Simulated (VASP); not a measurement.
# HgTe: relaxed cell and band gap, by functional

HgTe, F-43m (no. 216), 2 atoms in the cell.

| Functional | Volume (Å³/atom) | Change from the starting volume (fraction) | Gap, path and mesh (eV) | Time (s) |
|---|---|---|---|---|
| XC = PE R2SCAN, XC_C = 1 0 | 36.88 | 0.110 | 0.00 | 704 |
| XC = PE R2SCAN, XC_C = 0.75 0.25 | 36.57 | 0.101 | 0.00 | 731 |
| XC = PE R2SCAN, XC_C = 0.5 0.5 | 36.24 | 0.091 | 0.00 | 479 |
| XC = PE R2SCAN, XC_C = 0.25 0.75 | 35.93 | 0.082 | 0.00 | 428 |
| XC = PE R2SCAN, XC_C = 0 1 | 35.63 | 0.073 | 0.00 | 648 |

Limits: A zero gap at this level doesn't show that the crystal is a metal.

## Input of the first row

INCAR.step1:
```
SYSTEM = HgTe
PREC = Accurate
ENCUT = 600
EDIFF = 1E-5
ISMEAR = 0
SIGMA = 0.02
LREAL = .False.
LASPH = .True.
GGA_COMPAT = .False.
ALGO = Normal
NELM = 150
ISIF = 2
LWAVE = .True.
LCHARG = .False.
GGA = PE
KPAR = 2
```

INCAR.step2:
```
SYSTEM = HgTe
PREC = Accurate
ENCUT = 600
EDIFF = 1E-7
ISMEAR = 0
SIGMA = 0.02
LREAL = .False.
LASPH = .True.
GGA_COMPAT = .False.
ALGO = Normal
NELM = 150
ISIF = 3
LWAVE = .False.
LCHARG = .False.
XC = PE R2SCAN
XC_C = 1 0
LMIXTAU = .True.
IBRION = 2
EDIFFG = -0.005
NSW = 60
ISTART = 1
KPAR = 2
```

INCAR.step3, as INCAR.step2 but for:
```
- NSW = 60
- ISTART = 1
+ NSW = 40
```

INCAR.step4, as INCAR.step3 but for:
```
- ISIF = 3
- IBRION = 2
- EDIFFG = -0.005
- NSW = 40
+ ISIF = 2
+ NBANDS = 16
```

KPOINTS:
```
k-points
0
Gamma
  6 6 6
```

KPOINTS_OPT:
```
path GXWKGLUWLK,UX
8
line-mode
reciprocal
 0.0000000000  0.0000000000  0.0000000000  G
 0.5000000000  0.0000000000  0.5000000000  X

 0.5000000000  0.0000000000  0.5000000000  X
 0.5000000000  0.2500000000  0.7500000000  W

 0.5000000000  0.2500000000  0.7500000000  W
 0.3750000000  0.3750000000  0.7500000000  K

 0.3750000000  0.3750000000  0.7500000000  K
 0.0000000000  0.0000000000  0.0000000000  G

 0.0000000000  0.0000000000  0.0000000000  G
 0.5000000000  0.5000000000  0.5000000000  L

 0.5000000000  0.5000000000  0.5000000000  L
 0.6250000000  0.2500000000  0.6250000000  U

 0.6250000000  0.2500000000  0.6250000000  U
 0.5000000000  0.2500000000  0.7500000000  W

 0.5000000000  0.2500000000  0.7500000000  W
 0.5000000000  0.5000000000  0.5000000000  L

 0.5000000000  0.5000000000  0.5000000000  L
 0.3750000000  0.3750000000  0.7500000000  K

 0.6250000000  0.2500000000  0.6250000000  U
 0.5000000000  0.0000000000  0.5000000000  X
```

POSCAR.step1:
```
HgTe
1.0
    0.0000000000      3.2145000000      3.2145000000
    3.2145000000      0.0000000000      3.2145000000
    3.2145000000      3.2145000000      0.0000000000
Hg Te
1 1
Direct
    0.0000000000      0.0000000000      0.0000000000
    0.7500000000      0.7500000000      0.7500000000
```

Commands (each step's output is kept before the next begins):
```
cat potpaw_PBE.64/Hg/POTCAR potpaw_PBE.64/Te/POTCAR > POTCAR
cp INCAR.step1 INCAR
cp POSCAR.step1 POSCAR
mpirun -np 2 vasp_std > vasp.out
cp INCAR.step2 INCAR
mpirun -np 2 vasp_std > vasp.out
cp CONTCAR POSCAR
rm WAVECAR CHG
cp INCAR.step3 INCAR
mpirun -np 2 vasp_std > vasp.out
cp CONTCAR POSCAR
rm WAVECAR CHG
cp INCAR.step4 INCAR
mpirun -np 2 vasp_std > vasp.out
```

Changes of the last row against the first:
```
- XC_C = 1 0
+ XC_C = 0 1
```

VASP 6.6.1 took 704 s on 2 cores (Intel Xeon Platinum 8259CL @ 2.50GHz (Skylake/Cascade Lake)), a shared host.
